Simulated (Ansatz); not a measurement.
# Bi2Te3: energy along a strain

Bi2Te3, R-3m, a = 4.386 Å, c = 30.497 Å (as given, not relaxed at this level: -1.8 GPa, forces to 0.20 eV/Å). Ansatz: LDA, PAW, 420 eV, Γ-centred 12×12×12 mesh on 5 atoms, Gaussian smearing 0.03 eV; no spin polarisation. Cell vectors (Å): 2.193 1.266 10.166; -2.193 1.266 10.166; 0.000 -2.532 10.166. The cell is strained by x per cent times the pattern (0 0 0 1 0 0) in the order xx yy zz yz xz xy (engineering shears), with fractional coordinates held. y is the free energy over the start, V0 = 33.871 Å³/atom.

```tsv
x (%)	y (meV/atom)
-6.00	?
-3.00	5.05
0.00	0.00
1.50	1.20
4.50	10.49
6.00	18.35
```

Fit y = c1 x + c2 x² + c3 x³ to the other rows, get the stiffness along the pattern, and predict the missing energy.

Least squares on the rows shown. y = −0.0021699 x + 0.54363 x² − 0.0055898 x³. The clamped-ion stiffness p·C·p = 2 × 5.436 eV × 160.2 / 33.871 Å³ = 51 GPa, which is C44 in these axes (second derivative at the start, which stands under stress). At x = -6.00 the fit asked for gives 20.79 meV/atom. The run gave 20.90 meV/atom, so the fit is 0.11 meV/atom too low, a small miss on the scale of the series. The form still works here, 33 % of the fitted range beyond its end.

Spin–orbit coupling is left out, which can shift energies with elements as heavy as these.

Cost: 6 runs of about 10 core-minutes in all, on Intel Xeon 6975P-C (Granite Rapids) (shared hosts).